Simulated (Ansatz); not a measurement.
# NiO (F-43m) in Ansatz: a series of runs

Runs on NiO. Level: PBE. Tasks: single point.

Everything below comes from runs of Ansatz 0.2.0. Logs are shortened: lines on timing, memory, paths and dates and some standing lists are left out, and cuts for length are marked.

### Step 1. The crystal as given

The structure is cubic, space group F-43m (No. 216). The conventional cell has a = 4.124 Å, b = 4.124 Å, c = 4.124 Å, α = 90.00°, β = 90.00°, γ = 90.00°. Around Ni (site symmetry -43m) lie 4 O at 1.79 Å. O (site symmetry -43m) has 4 Ni at 1.79 Å as nearest neighbours.

The cell was built by a generator and needn't be a form met in nature.

### Step 2. Single point, PBE, collinear spin, ferromagnetic start, 8.24 Å³/atom (volume scaled by 0.94)

Input file input.yaml:

```yaml
crystal:
  lattice:
    - [0.0, 2.0200739478, 2.0200739478]
    - [2.0200739478, 0.0, 2.0200739478]
    - [2.0200739478, 2.0200739478, 0.0]
  atoms:
    - { symbol: Ni, position: [0.0, 0.0, 0.0], spin: 1.0 }
    - { symbol: O, position: [0.75, 0.75, 0.75] }
kpoints:
  mp_grid: { grid: [11, 11, 11] }
scf:
  occupations: { method: fermi_dirac, width: 0.05 }
hamiltonian:
  xc: pbe
  pseudopotentials: { kind: all_electron, lapw: { basis_error: 0.0005 } }
magnetization:
  spin_polarized: true
output:
  forces: true
  stress: true
  eigenvalues: true
```

Potentials or basis: all-electron LAPW, scalar-relativistic.

The run is started by

```bash
$ ansatz run input.yaml --threads 2 --pin off --max-ram 6144MiB --backend cpu --events-out ev --progress --plain --runs-dir out
```

What it wrote:

```text
Warning: RAYON_NUM_THREADS=2 ignored (pool sized by the plan → 2); use --threads N
LAPW: plane waves up to 12.468 Å⁻¹, error target 5.0e-4 eV per atom; small_component_spin mean_spin; O in spheres of 0.782 Å, 8 of its electrons in bands, Dirac shells []; Ni in spheres of 0.967 Å, 18 of its electrons in bands, Dirac shells [] (how accurate: hamiltonian.pseudopotentials.lapw.basis_error, Limitations)
Engine: ansatz 0.2.0, aarch64-unknown-linux-gnu
Pseudopotentials: kind: all_electron
Pseudopotential: Ni, LAPW, valence charge 18, lapw/all_electron/scalar/gaussian/Ni, Koelling and Harmon's equation, gaussian nucleus
Pseudopotential: O, LAPW, valence charge 8, lapw/all_electron/scalar/gaussian/O, Koelling and Harmon's equation, gaussian nucleus
Functional definition: PBE
  parameter kappa = 0.804
  parameter beta = 0.06672455060314922
  exchange = pbe_x(kappa = kappa, mu = beta*pi^2/3)
  correlation = pbe_c(beta = beta)
Crystal: 2 atoms, lattice volume = 16.487 Å³
Basis set: ecut = 592.2376768259802 eV, 537 PW (Γ), exchange–correlation at level 2
Bands: 18, of which v1, the nominal top of the filled ones, is band 13 counted from 1 (12 counted from 0)
Symmetry: 24 space group operations
Space group: F-43m (ITA 216), of the structure as read, at distance tolerance 2.5e-5 Å
Magnetic group: BNS 216.74 (UNI 1576), of the structure as read, at distance tolerance 2.5e-5 Å
k-points: 56 of 1331 (time reversal used)
Non-local potential: Ni, projectors of the file, none
Non-local potential: O, projectors of the file, none
Initial density: superposition of atomic densities (chi_scale 0.1, normalization cell, long waves kept (reshape's long-wave potential 0.00 eV rms))
Starting moments: Σ|m| = 1 μB on 1 of 2 sites
Initial wavefunctions: plane waves of lowest kinetic energy (no species holds an atomic orbital)
Functional: x = pbe(κ = 0.804, μ = 0.2195149727645171), c = pbe(β = 0.06672455060314922)
iter 1 solved again at ethr=7.73e-3 eV; its pass at ethr=1.00e-1 eV (dr2=2.01e0 eV) is discarded
SCF iter   1: F=—  HF=-43429.439619 eV  |F-HF|=—  |Δ(HF+E_count)|=         —  Δρ=6.74e-2 (↑6.74e-2 ↓4.77e-2)  dr2=2.01e0  dr2_m=4.06e-2  M=1.276 μB ∫|m|=1.281 μB  β_m=0.30  ethr=7.73e-3  ⟨swp⟩=2.0  Hψ=13515  notcnv=0
Mixer restart at iter 1: flushing history
preconditioner: auto → none  [metal: Δε(μ)=0.029 eV  Ē_g=17.057 eV  σ=0.050 eV  W_gap=0.15  n_scr=8 (ndim 8)  ℏωp=36.6 eV  f_vac=0.000  D(μ)=1.93/eV (n_scr^D=26)  sad-step TF]
SCF iter   2: F=—  HF=-43428.782722 eV  |F-HF|=—  |Δ(HF+E_count)|=   6.57e-1  Δρ=3.64e-2 (↑3.64e-2 ↓2.54e-2)  dr2=6.21e-1  dr2_m=1.77e-2  M=1.032 μB ∫|m|=1.038 μB  β_m=0.37  ethr=7.73e-3  ⟨swp⟩=2.0  Hψ=6048  notcnv=0
iter 3 solved again at ethr=2.38e-4 eV; its pass at ethr=2.39e-3 eV (dr2=6.20e-2 eV) is discarded
SCF iter   3: F=—  HF=-43428.658193 eV  |F-HF|=—  |Δ(HF+E_count)|=   1.25e-1  Δρ=1.63e-2 (↑1.43e-2 ↓1.63e-2)  dr2=6.20e-2  dr2_m=2.20e-2  M=0.891 μB ∫|m|=0.898 μB  β_m=0.63  ethr=2.38e-4  ⟨swp⟩=2.0  Hψ=10043  notcnv=0
SCF iter   4: F=—  HF=-43428.693608 eV  |F-HF|=—  |Δ(HF+E_count)|=         —  Δρ=1.56e-2 (↑4.44e-3 ↓1.56e-2)  dr2=3.63e-2  dr2_m=1.07e-2  M=0.832 μB ∫|m|=0.840 μB  β_m=0.63  ethr=2.38e-4  ⟨swp⟩=2.0  Hψ=6055  notcnv=0
Mixer restart at iter 4: flushing history
the basis was enlarged: its passes take 997.0 KiB over the memory plan, 2 of 2 planned eigensolver slots
SCF iter   5: F=—  HF=-43428.716666 eV  |F-HF|=—  |Δ(HF+E_count)|=   2.31e-2  Δρ=9.28e-3 (↑9.28e-3 ↓9.21e-3)  dr2=4.78e-2  dr2_m=1.99e-4  M=0.894 μB ∫|m|=0.903 μB  β_m=0.49  ethr=1.40e-4  ⟨swp⟩=3.0  Hψ=6542  notcnv=0
SCF iter   6: F=—  HF=-43428.669023 eV  |F-HF|=—  |Δ(HF+E_count)|=   4.76e-2  Δρ=2.91e-3 (↑2.91e-3 ↓1.66e-3)  dr2=7.47e-4  dr2_m=6.59e-4  M=0.850 μB ∫|m|=0.859 μB  β_m=0.75  ethr=1.40e-4  ⟨swp⟩=2.8  Hψ=6053  notcnv=0
SCF iter   7: F=—  HF=-43428.668803 eV  |F-HF|=—  |Δ(HF+E_count)|=   2.20e-4  Δρ=1.13e-3 (↑1.13e-3 ↓9.54e-4)  dr2=1.01e-4  dr2_m=1.42e-4  M=0.824 μB ∫|m|=0.833 μB  β_m=0.87  ethr=2.87e-6  ⟨swp⟩=2.1  Hψ=5530  notcnv=0
SCF iter   8: F=—  HF=-43428.668900 eV  |F-HF|=—  |Δ(HF+E_count)|=   9.72e-5  Δρ=7.86e-4 (↑7.86e-4 ↓5.86e-4)  dr2=1.34e-4  dr2_m=3.30e-5  M=0.796 μB ∫|m|=0.805 μB  β_m=0.77  ethr=3.88e-7  ⟨swp⟩=3.0  Hψ=6120  notcnv=0
SCF iter   9: F=—  HF=-43428.668838 eV  |F-HF|=—  |Δ(HF+E_count)|=   6.16e-5  Δρ=3.24e-4 (↑3.24e-4 ↓2.34e-4)  dr2=4.16e-6  dr2_m=1.07e-5  M=0.773 μB ∫|m|=0.782 μB  β_m=0.78  ethr=3.88e-7  ⟨swp⟩=3.0  Hψ=5926  notcnv=0
SCF iter  10: F=—  HF=-43428.668838 eV  |F-HF|=—  |Δ(HF+E_count)|=   1.69e-7  Δρ=5.51e-5 (↑5.51e-5 ↓2.79e-5)  dr2=4.33e-7  dr2_m=1.60e-7  M=0.781 μB ∫|m|=0.789 μB  β_m=0.89  ethr=1.60e-8  ⟨swp⟩=2.5  Hψ=5731  notcnv=0
SCF iter  11: F=—  HF=-43428.668839 eV  |F-HF|=—  |Δ(HF+E_count)|=   1.74e-8  Δρ=1.00e-5 (↑1.00e-5 ↓6.35e-6)  dr2=1.48e-8  dr2_m=6.28e-9  M=0.781 μB ∫|m|=0.789 μB  β_m=0.95  ethr=1.67e-9  ⟨swp⟩=2.4  Hψ=5578  notcnv=0
SCF iter  12: F=—  HF=-43428.668839 eV  |F-HF|=—  |Δ(HF+E_count)|=  3.13e-10  Δρ=1.37e-6 (↑1.05e-6 ↓1.37e-6)  dr2=1.97e-10  dr2_m=1.73e-10  M=0.780 μB ∫|m|=0.789 μB  β_m=0.96  ethr=5.69e-11  ⟨swp⟩=3.0  Hψ=6011  notcnv=0
SCF iter  13: F=-43428.668839 eV  HF=-43428.668839 eV  |F-HF|=1.46e-11  |Δ(HF+E_count)|=  1.82e-10  Δρ=2.40e-7 (↑1.38e-7 ↓2.40e-7)  dr2=1.20e-11  dr2_m=2.68e-12  M=0.780 μB ∫|m|=0.789 μB  ethr=5.45e-12 (applied; sched 1.00e-12)  ⟨swp⟩=2.0  Hψ=5515  notcnv=0
SCF 1 converged in 13 iterations: F = -43428.668839 eV  dr2 = 1.20e-11
Initial density: read from a saved state, or passed on in memory by an earlier SCF of this step, an earlier step, the calling program or the single point that the run made first
Starting moments: Σ|m| = 1 μB on 1 of 2 sites; this step starts from the density that it was given
Initial wavefunctions: those read from a saved state, or passed on in memory by an earlier step or the calling program
iter 1 solved again at ethr=1.00e-12 eV; its pass at ethr=3.85e-6 eV (dr2=1.27e-11 eV) is discarded
SCF iter   1: F=—  HF=-43428.668839 eV  |F-HF|=—  |Δ(HF+E_count)|=         —  Δρ=2.45e-7 (↑1.39e-7 ↓2.45e-7)  dr2=1.27e-11  dr2_m=2.71e-12  M=0.780 μB ∫|m|=0.789 μB  ethr=5.34e-12 (applied; sched 1.00e-12)  ⟨swp⟩=3.9  Hψ=9576  notcnv=0
the basis was enlarged: its passes take 997.0 KiB over the memory plan, 2 of 2 planned eigensolver slots
preconditioner: auto → none  [metal: Δε(μ)=0.007 eV  Ē_g=16.507 eV  σ=0.050 eV  W_gap=0.03  n_scr=8 (ndim 8)  ℏωp=36.6 eV  f_vac=0.017  D(μ)=2.19/eV (n_scr^D=26)]
SCF iter   2: F=—  HF=-43428.676659 eV  |F-HF|=—  |Δ(HF+E_count)|=   7.82e-3  Δρ=1.19e-2 (↑6.17e-3 ↓1.19e-2)  dr2=2.73e-2  dr2_m=6.51e-3  M=1.015 μB ∫|m|=1.027 μB  ethr=3.85e-6  ⟨swp⟩=3.0  Hψ=6966  notcnv=0
SCF iter   3: F=—  HF=-43428.668956 eV  |F-HF|=—  |Δ(HF+E_count)|=   7.70e-3  Δρ=1.85e-3 (↑8.34e-4 ↓1.85e-3)  dr2=6.09e-4  dr2_m=1.52e-4  M=0.872 μB ∫|m|=0.882 μB  ethr=3.85e-6  ⟨swp⟩=3.0  Hψ=6765  notcnv=0
iter 4 solved again at ethr=4.61e-8 eV; its pass at ethr=3.85e-6 eV (dr2=1.20e-5 eV) is discarded
SCF iter   4: F=—  HF=-43428.668826 eV  |F-HF|=—  |Δ(HF+E_count)|=   1.30e-4  Δρ=2.00e-4 (↑2.00e-4 ↓1.90e-4)  dr2=1.20e-5  dr2_m=2.49e-6  M=0.804 μB ∫|m|=0.813 μB  ethr=4.61e-8  ⟨swp⟩=2.0  Hψ=9467  notcnv=0
an SCF towards Hund's moment on open shells that bore less, with the run's symmetry operations kept, reached no lower state that the run goes on to. This is no proof of a minimum
SCF converged after 13 iterations
Magnetization: 0.7805 μB (13.3902 up, 12.6098 down)
Absolute magnetization: 0.7888 μB (∫|ρ↑−ρ↓|)
Spin contamination: 0.0017 ħ² per cell (⟨S²⟩ above its minimum at these occupations)
Per-site moments (μB) at R_I (Å): [(0.6117280061434709, 0.9671962321518577), (0.14189841096104594, 0.782239098097444)]
Free energy (F): -43428.668839 eV
Harris-Foulkes:  -43428.668839 eV  (|F-HF|=1.46e-11)
Internal energy: -43428.651254 eV  (E = F + TS)
E sigma→0 (E₀):  -43428.660046 eV
Entropy (-TS):   -0.017584 eV (-8.792 meV/atom)
Fermi energy:    17.371946 eV
--- Per-component energies (eV) ---
  E_band       = -1268.361895
  E_kinetic    = 44114.464449
  E_xc         = -1967.163539
  E_electrostatic = -85575.952164  (all electrons and nuclei)
  E_smearing   = -0.017584  (= −TS)
  E_closure    = 0.000000  (closes the sum)
  E_atoms      = -43416.659407  (free atoms, spherical and without spin; not in F)
  Σ components = -43428.668839   (vs F -43428.668839, Δ=0.00e0)
  Basis errors (estimates in eV, not in F): energy 2.2e-4 per atom: plane waves 2.0e-4 (1.2e-4 summed), levels above the bands 8.2e-146, relativity 2.1e-8, radial functions 2.2e-5, core shells 5.6e-7; eigenvalues (radial functions only) 6.2e-7; not estimated: angular momenta, meshes, grids; target (lapw.basis_error) 5.0e-4; muffin-tin radii O 0.782 Å, Ni 0.967 Å
--- Forces (eV/Å), atoms counted from 1 ---
  atom   1  Ni     0.00000000     0.00000000     0.00000000
  atom   2  O     -0.00000000     0.00000000     0.00000000
  max |Σ_I F_I| component: 6.48e-17 eV/Å
--- Stress (GPa, compression-positive) ---
       87.230065      -0.000000      -0.000000
       -0.000000      87.230065      -0.000000
       -0.000000      -0.000000      87.230065
  P = ⅓ Tr σ = 87.2301 GPa (872.301 kbar)
--- Band table (eV; the first three rows and the last of 112) ---
  k-point 0 ↑: bands = ["-490.8979", "-87.2262", "-47.6316", "-47.6316", "-47.6316", "-5.5309", "9.0957", "9.0957", "9.0957", "14.5404", "14.5404", "18.2710", "18.5985", "18.5985", "18.5985", "33.8780", "33.8780", "33.8780"]
  k-point 1 ↑: bands = ["-490.8979", "-87.2257", "-47.6364", "-47.6323", "-47.6323", "-5.4417", "8.9238", "9.1387", "9.1387", "14.5142", "14.5142", "18.0931", "18.5305", "18.5305", "18.9391", "32.8360", "34.0135", "34.0135"]
  k-point 2 ↑: bands = ["-490.8979", "-87.2245", "-47.6493", "-47.6343", "-47.6343", "-5.1976", "8.5299", "9.2496", "9.2496", "14.4721", "14.4721", "17.4057", "18.3258", "18.3258", "20.0336", "30.8038", "34.1950", "34.1950"]
  k-point 55 ↓: bands = ["-490.7651", "-86.4526", "-46.9359", "-46.9248", "-46.9103", "-3.7138", "8.5368", "9.5685", "10.4768", "13.9819", "14.9838", "15.7331", "16.5350", "17.4117", "25.8134", "29.0006", "30.7166", "32.1760"]
```

Wall time 62 s (2 threads of Arm Neoverse V1, shared host); peak memory 0.57 GiB.

Results:

```
Free energy            : -43428.6688 eV
Pressure               : 87.2 GPa
Band gap on the k mesh : none (metal or under the smearing width)
Net moment             : 0.78 μB per cell
Absolute moment        : 0.79 μB per cell
Site moments           : Ni +0.61; O +0.14 μB
```

Caveat: a cell with one magnetic atom can't hold antiferromagnetic order, which such compounds often take; semilocal functionals often make such compounds metallic where correlation or magnetic order opens a gap, which also shifts bond lengths.

### Step 3. Single point, PBE, collinear spin, ferromagnetic start, 8.42 Å³/atom (volume scaled by 0.96)

Changes to input.yaml since step 2:

```diff
@@ -2,5 +2,5 @@
   lattice:
-    - [0.0, 2.0200739478, 2.0200739478]
-    - [2.0200739478, 0.0, 2.0200739478]
-    - [2.0200739478, 2.0200739478, 0.0]
+    - [0.0, 2.0343002894, 2.0343002894]
+    - [2.0343002894, 0.0, 2.0343002894]
+    - [2.0343002894, 2.0343002894, 0.0]
   atoms:
```

Potentials or basis: all-electron LAPW, scalar-relativistic.

The run is started by

```bash
$ ansatz run input.yaml --threads 2 --pin off --max-ram 6144MiB --backend cpu --events-out ev --progress --plain --runs-dir out
```

Run time: 33 s. Hardware: 2 threads of Arm Neoverse V1, shared host; peak memory 0.47 GiB.

The run converged. Its results:

| Property | Result |
| --- | --- |
| Free energy | -43428.8489 eV |
| Pressure | 77.4 GPa |
| Band gap on the k mesh | none (metal or under the smearing width) |
| Net moment | 0.90 μB per cell |
| Absolute moment | 0.91 μB per cell |
| Site moments | Ni +0.70; O +0.16 μB |

Caveat: a cell with one magnetic atom can't hold antiferromagnetic order, which such compounds often take; semilocal functionals often make such compounds metallic where correlation or magnetic order opens a gap, which also shifts bond lengths.

### Step 4. Single point, PBE, collinear spin, ferromagnetic start, 8.59 Å³/atom (volume scaled by 0.98)

Changes to input.yaml since step 3:

```diff
@@ -2,5 +2,5 @@
   lattice:
-    - [0.0, 2.0343002894, 2.0343002894]
-    - [2.0343002894, 0.0, 2.0343002894]
-    - [2.0343002894, 2.0343002894, 0.0]
+    - [0.0, 2.04833039, 2.04833039]
+    - [2.04833039, 0.0, 2.04833039]
+    - [2.04833039, 2.04833039, 0.0]
   atoms:
```

The run is started by

```bash
$ ansatz run input.yaml --threads 2 --pin off --max-ram 6144MiB --backend cpu --events-out ev --progress --plain --runs-dir out
```

Run time: 32 s. Hardware: 2 threads of Arm Neoverse V1, shared host; peak memory 0.47 GiB.

The run converged. Its results:

* Free energy: -43429.0083 eV
* Pressure: 68.4 GPa
* Band gap on the k mesh: none (metal or under the smearing width)
* Net moment: 0.99 μB per cell
* Absolute moment: 1.00 μB per cell
* Site moments: Ni +0.78; O +0.18 μB

Caveat: a cell with one magnetic atom can't hold antiferromagnetic order, which such compounds often take; semilocal functionals often make such compounds metallic where correlation or magnetic order opens a gap, which also shifts bond lengths.

### Step 5. Single point, PBE, collinear spin, ferromagnetic start, 8.77 Å³/atom

Changes to input.yaml since step 4:

```diff
@@ -2,5 +2,5 @@
   lattice:
-    - [0.0, 2.04833039, 2.04833039]
-    - [2.04833039, 0.0, 2.04833039]
-    - [2.04833039, 2.04833039, 0.0]
+    - [0.0, 2.06217088, 2.06217088]
+    - [2.06217088, 0.0, 2.06217088]
+    - [2.06217088, 2.06217088, 0.0]
   atoms:
```

The run is started by

```bash
$ ansatz run input.yaml --threads 2 --pin off --max-ram 6144MiB --backend cpu --events-out ev --progress --plain --runs-dir out
```

Wall time 33 s (2 threads of Arm Neoverse V1, shared host); peak memory 0.47 GiB.

It converged, with:

```yaml
Free_energy: -43429.1492 eV
Pressure: 60.4 GPa
Band_gap_on_the_k_mesh: none (metal or under the smearing width)
Net_moment: 1.09 μB per cell
Absolute_moment: 1.10 μB per cell
Site_moments: Ni +0.86; O +0.20 μB
```

Caveat: a cell with one magnetic atom can't hold antiferromagnetic order, which such compounds often take; semilocal functionals often make such compounds metallic where correlation or magnetic order opens a gap, which also shifts bond lengths.

### Step 6. Single point, PBE, collinear spin, ferromagnetic start, 8.94 Å³/atom (volume scaled by 1.02)

Changes to input.yaml since step 5:

```diff
@@ -2,5 +2,5 @@
   lattice:
-    - [0.0, 2.06217088, 2.06217088]
-    - [2.06217088, 0.0, 2.06217088]
-    - [2.06217088, 2.06217088, 0.0]
+    - [0.0, 2.0758280388, 2.0758280388]
+    - [2.0758280388, 0.0, 2.0758280388]
+    - [2.0758280388, 2.0758280388, 0.0]
   atoms:
```

Potentials or basis: all-electron LAPW, scalar-relativistic.

The run is started by

```bash
$ ansatz run input.yaml --threads 2 --pin off --max-ram 6144MiB --backend cpu --events-out ev --progress --plain --runs-dir out
```

It took 33 s on 2 threads of Arm Neoverse V1, shared host; peak memory 0.47 GiB.

The run converged. Its results:

```yaml
Free_energy: -43429.2734 eV
Pressure: 53.2 GPa
Band_gap_on_the_k_mesh: none (metal or under the smearing width)
Net_moment: 1.20 μB per cell
Absolute_moment: 1.21 μB per cell
Site_moments: Ni +0.94; O +0.22 μB
```

Caveat: a cell with one magnetic atom can't hold antiferromagnetic order, which such compounds often take; semilocal functionals often make such compounds metallic where correlation or magnetic order opens a gap, which also shifts bond lengths.

### Step 7. Single point, PBE, collinear spin, ferromagnetic start, 9.12 Å³/atom (volume scaled by 1.04)

Changes to input.yaml since step 6:

```diff
@@ -2,5 +2,5 @@
   lattice:
-    - [0.0, 2.0758280388, 2.0758280388]
-    - [2.0758280388, 0.0, 2.0758280388]
-    - [2.0758280388, 2.0758280388, 0.0]
+    - [0.0, 2.0893078194, 2.0893078194]
+    - [2.0893078194, 0.0, 2.0893078194]
+    - [2.0893078194, 2.0893078194, 0.0]
   atoms:
```

The run is started by

```bash
$ ansatz run input.yaml --threads 2 --pin off --max-ram 6144MiB --backend cpu --events-out ev --progress --plain --runs-dir out
```

Run time: 35 s. Hardware: 2 threads of Arm Neoverse V1, shared host; peak memory 0.47 GiB.

The run converged. Its results:

```yaml
Free_energy: -43429.3827 eV
Pressure: 46.7 GPa
Band_gap_on_the_k_mesh: none (metal or under the smearing width)
Net_moment: 1.30 μB per cell
Absolute_moment: 1.31 μB per cell
Site_moments: Ni +1.02; O +0.23 μB
```

Caveat: a cell with one magnetic atom can't hold antiferromagnetic order, which such compounds often take; semilocal functionals often make such compounds metallic where correlation or magnetic order opens a gap, which also shifts bond lengths.

### Step 8. Single point, PBE, collinear spin, ferromagnetic start, 9.30 Å³/atom (volume scaled by 1.06)

Changes to input.yaml since step 7:

```diff
@@ -2,5 +2,5 @@
   lattice:
-    - [0.0, 2.0893078194, 2.0893078194]
-    - [2.0893078194, 0.0, 2.0893078194]
-    - [2.0893078194, 2.0893078194, 0.0]
+    - [0.0, 2.1026158713, 2.1026158713]
+    - [2.1026158713, 0.0, 2.1026158713]
+    - [2.1026158713, 2.1026158713, 0.0]
   atoms:
```

The run is started by

```bash
$ ansatz run input.yaml --threads 2 --pin off --max-ram 6144MiB --backend cpu --events-out ev --progress --plain --runs-dir out
```

Wall time 33 s (2 threads of Arm Neoverse V1, shared host); peak memory 0.47 GiB.

The run converged. Its results:

```yaml
Free_energy: -43429.4786 eV
Pressure: 40.9 GPa
Band_gap_on_the_k_mesh: none (metal or under the smearing width)
Net_moment: 1.40 μB per cell
Absolute_moment: 1.42 μB per cell
Site_moments: Ni +1.11; O +0.25 μB
```

Caveat: a cell with one magnetic atom can't hold antiferromagnetic order, which such compounds often take; semilocal functionals often make such compounds metallic where correlation or magnetic order opens a gap, which also shifts bond lengths.
